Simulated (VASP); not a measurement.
# CuI (Marshite) (F-43m) in VASP: further runs

Aim: see how the results for CuI (Marshite) move with the level of theory and the settings. Levels: PBEsol, r2SCAN. Tasks: relaxation of cell and atoms, relaxation of the atoms.

All numbers are computed with VASP 6.6.1; they aren't measurements. Logs are shortened: lines on timing, memory, paths and dates and some standing lists are left out, and cuts for length are marked.

## (1) The structure

Symmetry: F-43m, No. 216, cubic system. The conventional cell has a = 5.946 Å, b = 5.946 Å, c = 5.946 Å, α = 90.00°, β = 90.00°, γ = 90.00°. Cu (site symmetry -43m) has 4 I at 2.57 Å as nearest neighbours. Around I (site symmetry -43m) lie 4 Cu at 2.57 Å.

## (2) Relaxation of cell and atoms, PBEsol

Input file INCAR:

```
SYSTEM = CuI
PREC = Accurate ; ENCUT = 600
EDIFF = 1E-7 ; ISMEAR = 0
SIGMA = 0.03 ; LREAL = .False.
LASPH = .True. ; NELM = 80
ALGO = Normal ; ISIF = 3
LWAVE = .False. ; LCHARG = .False.
GGA = PS ; IBRION = 2
NSW = 90 ; EDIFFG = -0.005
KPAR = 4
```

Input file KPOINTS:

```
regular mesh
0
Gamma
  8 8 8
  0 0 0
```

Input file POSCAR:

```
CuI                                     
1.0
    0.0000000000      2.9729983385      2.9729983385
    2.9729983385     -0.0000000000      2.9729983385
    2.9729983385      2.9729983385     -0.0000000000
  Cu              I             
     1     1
Direct
     0.2500000000000000    0.2500000000000000    0.2500000000000000
     0.0000000000000000    0.0000000000000000    0.0000000000000000
```

Potentials or basis: VASP PAW PBE potentials, release 64 (Cu, I).

Started as:

```bash
$ cat potpaw_PBE.64/Cu/POTCAR potpaw_PBE.64/I/POTCAR > POTCAR
$ mpirun -np 4 vasp_std > vasp.out
```

OUTCAR:

```text
SYSTEM = CuI
   PREC = Accurate
   ENCUT = 600
   EDIFF = 1E-7
   ISMEAR = 0
   LREAL = .False.
   LASPH = .True.
   NELM = 80
   ISIF = 3
   GGA = PS
   IBRION = 2
   NSW = 90
   EDIFFG = -0.005

 ion  position               nearest neighbor table
   1  0.250  0.250  0.250-   2 2.57   2 2.57   2 2.57   2 2.57
   2  0.000  0.000  0.000-   1 2.57   1 2.57   1 2.57   1 2.57

  LATTYP: Found a face centered cubic cell.
 ALAT       =     5.9459966770

  Lattice vectors:

 A1 = (   0.0000000000,   2.9729983385,   2.9729983385)
 A2 = (   2.9729983385,   0.0000000000,   2.9729983385)
 A3 = (   2.9729983385,   2.9729983385,   0.0000000000)

Analysis of symmetry for initial positions (statically):
=====================================================================
 Subroutine PRICEL returns:
 Original cell was already a primitive cell.

 Routine SETGRP: Setting up the symmetry group for a
 face centered cubic supercell.

 Subroutine GETGRP returns: Found 24 space group operations
 (whereof 24 operations were pure point group operations)
 out of a pool of 48 trial point group operations.

The static configuration has the point symmetry T_d .

Analysis of symmetry for dynamics (positions and initial velocities):
=====================================================================
 Subroutine PRICEL returns:
 Original cell was already a primitive cell.

 Routine SETGRP: Setting up the symmetry group for a
 face centered cubic supercell.

 Subroutine GETGRP returns: Found 24 space group operations
 (whereof 24 operations were pure point group operations)
 out of a pool of 48 trial point group operations.

The dynamic configuration has the point symmetry T_d .

 Subroutine INISYM returns: Found 24 space group operations
 (whereof 24 operations are pure point group operations),
 and found     1 'primitive' translations

----------------------------------------------------------------------------------------

                                     Primitive cell

  volume of cell :      52.5550

  direct lattice vectors                    reciprocal lattice vectors
     0.000000000  2.972998339  2.972998339    -0.168180383  0.168180383  0.168180383
     2.972998339  0.000000000  2.972998339     0.168180383 -0.168180383  0.168180383
     2.972998339  2.972998339  0.000000000     0.168180383  0.168180383 -0.168180383

  length of vectors
     4.204454571  4.204454571  4.204454571     0.291296969  0.291296969  0.291296969

  position of ions in fractional coordinates (direct lattice)
     0.250000000  0.250000000  0.250000000
     0.000000000  0.000000000  0.000000000

  ion indices of the primitive-cell ions
   primitive index   ion index
                 1           1
                 2           2

----------------------------------------------------------------------------------------

 KPOINTS: regular mesh

Automatic generation of k-mesh.
 Grid dimensions read from file:
 generate k-points for:    8    8    8

 Generating k-lattice:

  Cartesian coordinates                     Fractional coordinates (reciprocal lattice)
    -0.021022548  0.021022548  0.021022548     0.125000000  0.000000000  0.000000000
     0.021022548 -0.021022548  0.021022548     0.000000000  0.125000000  0.000000000
     0.021022548  0.021022548 -0.021022548     0.000000000  0.000000000  0.125000000

  Length of vectors
     0.036412121  0.036412121  0.036412121

  Shift w.r.t. Gamma in fractional coordinates (k-lattice)
     0.000000000  0.000000000  0.000000000

 Subroutine IBZKPT returns following result:
 ===========================================

 Found     29 irreducible k-points:

 Following reciprocal coordinates:
            Coordinates               Weight
  0.000000  0.000000  0.000000      1.000000
  0.125000  0.000000  0.000000      8.000000
  0.250000  0.000000  0.000000      8.000000
  0.375000  0.000000  0.000000      8.000000
  0.500000  0.000000  0.000000      4.000000
  0.125000  0.125000  0.000000      6.000000
[... 16 lines left out ...]
  0.500000  0.250000  0.125000     48.000000
 -0.375000  0.250000  0.125000     24.000000
 [... further k-points ...]
   k-points           NKPTS =     29   k-points in BZ     NKDIM =     29   number of bands    NBANDS=     13
   number of dos      NEDOS =    301   number of ions     NIONS =      2
   total plane-waves  NPLWV =  46656
   dimension x,y,z NGX =    36 NGY =   36 NGZ =   36
   dimension x,y,z NGXF=    72 NGYF=   72 NGZF=   72
   ions per type =               1   1
   NGX,Y,Z   is equivalent  to a cutoff of  14.23, 14.23, 14.23 a.u.
   NGXF,Y,Z  is equivalent  to a cutoff of  28.47, 28.47, 28.47 a.u.
 SYSTEM =  CuI
   PREC   = accura    normal or accurate (medium, high low for compatibility)
   ISTART =      0    job   : 0-new  1-cont  2-samecut
   ICHARG =      2    charge: 1-file 2-atom 10-const
   ISPIN  =      1    spin polarized calculation?
   LNONCOLLINEAR =      F non collinear calculations
   LSORBIT =      F    spin-orbit coupling
   LASPH  =      T    aspherical Exc in radial PAW
   ENCUT  =  600.0 eV  44.10 Ry    6.64 a.u.   8.40  8.40  8.40*2*pi/ulx,y,z
   NELM   =     80;   NELMIN=  2; NELMDL= -5     # of ELM steps
   EDIFF  = 0.1E-06   stopping-criterion for ELM
   LREAL  =      F    real-space projection
   EDIFFG = -.5E-02   stopping-criterion for IOM
   NSW    =     90    number of steps for IOM
   IBRION =      2    ionic relax: 0-MD 1-quasi-New 2-CG
   NFREE  =      1    steps in history (QN), initial steepest desc. (CG)
   ISIF   =      3    stress and relaxation
   ISYM   =      2    0-nonsym 1-usesym 2-fastsym
   POTIM  = 0.5000    time-step for ionic-motion
   TEBEG  =    0.0;   TEEND  =   0.0 temperature during run
   PSTRESS=    0.0 pullay stress
   NELECT =      18.0000    total number of electrons
   NUPDOWN=      -1.0000    fix difference up-down
   EMIN   =  10.00;   EMAX   =-10.00  energy-range for DOS
   EFERMI =   0.00;   METHOD = LEGACY
   ISMEAR =     0;   SIGMA  =   0.03  broadening in eV -4-tet -1-fermi 0-gaus
   EFERMI_NEDOS =   21; number of points for ismear=-14 and -15
   IALGO  =     38    algorithm
   IMIX   =      4    mixing-type and parameters
     AMIX     =   0.40;   BMIX     =  1.00
     AMIX_MAG =   1.60;   BMIX_MAG =  1.00
  volume/ion in A,a.u.               =      26.28       177.33
  Fermi-wavevector in a.u.,A,eV,Ry     =   1.145410  2.164511 17.850357  1.311964
  Thomas-Fermi vector in A             =   2.282099
   LORBIT       =      0    0 simple, 1 ext, 2 COOP (PROOUT), +10 PAW based schemes
   GGA     = PS    functional components
   LHFCALC =     F    Hartree Fock is set to
   AEXX    =    0.0000 exact exchange contribution
   IVDW    =     0    specifies the selected vdW correction
   LEPSILON=     F    determine dielectric tensor
   LRPA    =     F    only Hartree local field effects (RPA)
 conjugate gradient relaxation of ions
 non-spin polarized calculation
 Gauss-broadening in eV      SIGMA  =   0.03
  energy-cutoff  :      600.00
  volume of cell :       52.55
 maximum number of plane-waves:      1807
 NGX is ok and might be reduce to    36
   NGX = 17   NGY = 17   NGZ = 17

 number of electron      17.9999991 magnetization

 Free energy of the ion-electron system (eV)
  ---------------------------------------------------
  ext. energy  EPLUGINS =         0.00000000
  ---------------------------------------------------
  free energy    TOTEN  =        -6.32073521 eV

  energy without entropy =       -6.32073521  energy(sigma->0) =       -6.32073521

 E-fermi :   5.1001     XC(G=0):  -9.4112

 val. band max:        4.9332260358   @ k =   0.0000   0.0000   0.0000
 cond. band min:       6.1200317376   @ k =   0.0000   0.0000   0.0000
 fundamental gap:      1.1868057018
 Fermi energy:         5.1000820545

 k-point     1 :       0.0000    0.0000    0.0000
  band No.  band energies     occupation
      1      -9.4157      2.00000
      2       1.0120      2.00000
      3       1.0120      2.00000
      4       1.0120      2.00000
      5       2.8046      2.00000
      6       2.8046      2.00000
      7       4.9332      2.00000
      8       4.9332      2.00000
      9       4.9332      2.00000
     10       6.1200      0.00000
     11       9.6965      0.00000
     12       9.6965      0.00000
     13       9.6965      0.00000

 k-point     2 :       0.1250    0.0000    0.0000
  band No.  band energies     occupation
      1      -9.3323      2.00000
      2       0.7100      2.00000
      3       1.0205      2.00000
      4       1.0205      2.00000
      5       2.7973      2.00000
      6       2.7973      2.00000
      7       4.2225      2.00000
      8       4.7982      2.00000
      9       4.7982      2.00000
     10       6.8462      0.00000
     11       9.6310      0.00000
     12       9.9335      0.00000
     13       9.9335      0.00000

 k-point     3 :       0.2500    0.0000    0.0000
  band No.  band energies     occupation
      1      -9.1169      2.00000
      2      -0.0230      2.00000
      3       1.0372      2.00000
      4       1.0372      2.00000
      5       2.7933      2.00000
      6       2.7933      2.00000
      7       3.4649      2.00000
      8       4.5045      2.00000
      9       4.5045      2.00000
     10       7.2259      0.00000
     11      10.2885      0.00000
     12      10.2885      0.00000
     13      10.4504      0.00000
[... 305 lines left out ...]
 k-point    23 :       0.5000    0.2500    0.1250
  band No.  band energies     occupation
      1      -8.7491      2.00000
      2      -0.5975      2.00000
      3       0.5592      2.00000
      4       1.0196      2.00000
      5       2.7504      2.00000
      6       2.8201      2.00000
      7       3.0360      2.00000
      8       3.4455      2.00000
      9       3.9213      2.00000
     10       8.5243      0.00000
     11       9.5242      0.00000
     12      10.4581      0.00000
     13      11.9797      0.00000

 k-point    24 :      -0.3750    0.2500    0.1250
  band No.  band energies     occupation
      1      -8.6607      2.00000
      2      -0.7567      2.00000
      3       0.4540      2.00000
      4       1.0082      2.00000
      5       2.7300      2.00000
      6       2.8154      2.00000
      7       2.9421      2.00000
      8       3.4280      2.00000
      9       3.7714      2.00000
     10       8.4993      0.00000
     11       9.4455      0.00000
     12      11.1878      0.00000
     13      12.3919      0.00000

 [... further k-points ...]
[... 5 lines left out ...]
  --------------------------------------------------------------------------------------
  -------------------------------------------------------------------------------------
  Total       -0.0083196     -0.0083196     -0.0083196      0.0000000      0.0000000      0.0000000
  in kB       -0.2536303     -0.2536303     -0.2536303      0.0000000      0.0000000      0.0000000
  external PRESSURE =      -0.2536303 kB  Pullay stress =       0.0000000 kB

 VOLUME and BASIS-vectors are now :
 -----------------------------------------------------------------------------
  energy-cutoff  :      600.00
  volume of cell :       52.55
      direct lattice vectors                 reciprocal lattice vectors
     0.000000000  2.972998339  2.972998339    -0.168180383  0.168180383  0.168180383
     2.972998339  0.000000000  2.972998339     0.168180383 -0.168180383  0.168180383
     2.972998339  2.972998339  0.000000000     0.168180383  0.168180383 -0.168180383

 POSITION                                       TOTAL-FORCE (eV/Angst)
 -----------------------------------------------------------------------------------
      1.48650      1.48650      1.48650        -0.000000      0.000000      0.000000
      0.00000      0.00000      0.00000         0.000000     -0.000000      0.000000
 -----------------------------------------------------------------------------------
    total drift:                                0.000000      0.000000      0.000000

  FREE ENERGIE OF THE ION-ELECTRON SYSTEM (eV)
  ---------------------------------------------------
  free  energy   TOTEN  =        -6.3207352145 eV

  energy  without entropy=       -6.3207352145  energy(sigma->0) =       -6.32073521

 reached required accuracy - stopping structural energy minimisation
```

Run time: 18 s. Hardware: 4 MPI ranks of Intel Xeon Platinum 8488C (Sapphire Rapids), shared host; peak memory 0.21 GiB.

What came out:

```yaml
Free_energy: -6.3207 eV
Pressure_after_relaxing: 0.0 GPa
Band_gap_on_the_k_mesh: 1.19 eV, direct
```

Final structure:
```xyz
2
Lattice="0.0000 2.9730 2.9730 2.9730 0.0000 2.9730 2.9730 2.9730 0.0000" Properties=species:S:1:pos:R:3 pbc="T T T"
Cu    1.4865    1.4865    1.4865
I     0.0000    0.0000    0.0000
```

Levels at points of the mesh, in eV from the valence-band top:
```
           k point  band 7  band 8  band 9  band 10  band 11  band 12
(0.00, 0.00, 0.00)    0.00    0.00    0.00     1.19     4.76     4.76
(0.50, 0.00, 0.00)   -2.05   -0.81   -0.81     2.13     5.32     5.32
(0.50, 0.50, 0.00)   -2.03   -1.73   -1.73     2.48     2.81     9.49
```

Caveat: the relaxation stopped at its first step, so nothing moved; the PAW data sets were made with another functional, which shifts forces and pressure a little; spin-orbit coupling is left out, which moves the levels of the heavy elements. Expect the measured gap to be larger: semilocal functionals such as PBEsol lack the derivative discontinuity.

(Continued in part 2 of 3.)
